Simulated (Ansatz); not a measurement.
# LiSe6: competing structures

All numbers below come from Ansatz, DFT PBE, scalar-relativistic, plane waves, PAW. Settings: cutoff 420 eV, Γ-centred meshes spaced at most about 0.3 Å⁻¹, and about 0.25 Å⁻¹ or finer for metals (2π included), Gaussian smearing. No spin polarisation.

Formation energies are uncorrected and refer to the elements' standard structures at the same level.

All energies are static (0 K, no zero-point motion). Larger cells and other orderings weren't all tried, so the list isn't exhaustive. No dispersion correction is applied, so the spacing and binding between layers, chains or molecules are poorly described (P6/mmm, Pm-3m), and this can change margins and order among such cells. In P6/mmm, Pm-3m, Im-3m an odd number of electrons in the primitive cell allows no gap without spin; a larger cell or a magnetic state could open one. The reference form of Se is held partly by dispersion forces, which this level lacks.

Invented guesses were relaxed alike, and ends that match in structure were merged. ΔE counts from the first row. Coordination counts Se atoms around Li (those within 1.25 times the shortest such distance or 1.15 times the sum of covalent radii; the shortest distance is added where it is long for a bond). The ends were matched against large subsets of the Crystallography Open Database and the Materials Project, so a missing match doesn't prove that a structure is unreported.

```tsv
#	reached from	type and space group	atoms	Å³/atom	coordination	ΔE (meV/atom)	gap on mesh (eV)	in databases
1	LiC6 type (P6/mmm)	P6/mmm (No. 191)	7	32.4	Li 12 from 3.1 Å	0	0.00	no match
2	YbB6 type (Pm-3m)	Pm-3m (No. 221)	7	43.6	Li 24 from 4.9 Å	180	0.00	no match
3	random cell	Im-3m (No. 229)	7	28.3	Li 6	193	0.00	no match
```

The lowest: Space group P6/mmm (No. 191), hexagonal, a = 8.185 Å, c = 3.911 Å. Li has 12 Se at 3.14 Å and 2 Li at 3.91 Å; Se has 2 Se at 2.46 Å and 2 Li at 3.14 Å. Its energy over the elements is +0.13 eV/atom. The separate elements lie lower, so it is unstable against them. An observed structure of this formula, if there is one, may be missing.

```cif
data_structure
_symmetry_space_group_name_H-M 'P6/mmm'
_symmetry_Int_Tables_number 191
_cell_length_a 8.1847
_cell_length_b 8.1847
_cell_length_c 3.9107
_cell_angle_alpha 90.000
_cell_angle_beta 90.000
_cell_angle_gamma 120.000
_cell_volume 226.88
loop_
_atom_site_label
_atom_site_type_symbol
_atom_site_symmetry_multiplicity
_atom_site_Wyckoff_symbol
_atom_site_fract_x
_atom_site_fract_y
_atom_site_fract_z
_atom_site_occupancy
Li1 Li 1 a 0.00000 0.00000 0.00000 1
Se1 Se 6 k 0.00000 0.30085 0.50000 1
```

The second: Space group Pm-3m (No. 221), cubic, a = 6.731 Å. Li is surrounded by 24 Se at 4.90 Å (long contacts); Se has 1 Se at 2.30 Å, 4 Se at 3.13 Å, 1 Se at 4.43 Å and 4 Li at 4.90 Å. Counting Se atoms around Li, the first has Li 12 from 3.1 Å and the second has Li 24 from 4.9 Å. The first holds Se–Se units of three or more atoms (shortest 2.46 Å); the second holds Se–Se pairs (shortest 2.30 Å). Cells relaxed within their symmetry can be saddle points.

```
Li Se
1.0
     6.73140    0.00000    0.00000
     0.00000    6.73140    0.00000
     0.00000    0.00000    6.73140
Li Se
1 6
Cartesian
  0.0000 0.0000 0.0000
  5.5817 3.3657 3.3657
  1.1497 3.3657 3.3657
  3.3657 3.3657 5.5817
  3.3657 3.3657 1.1497
  3.3657 1.1497 3.3657
  3.3657 5.5817 3.3657
```

Some types were kept out of the candidates beforehand, so the set may lack a known form.
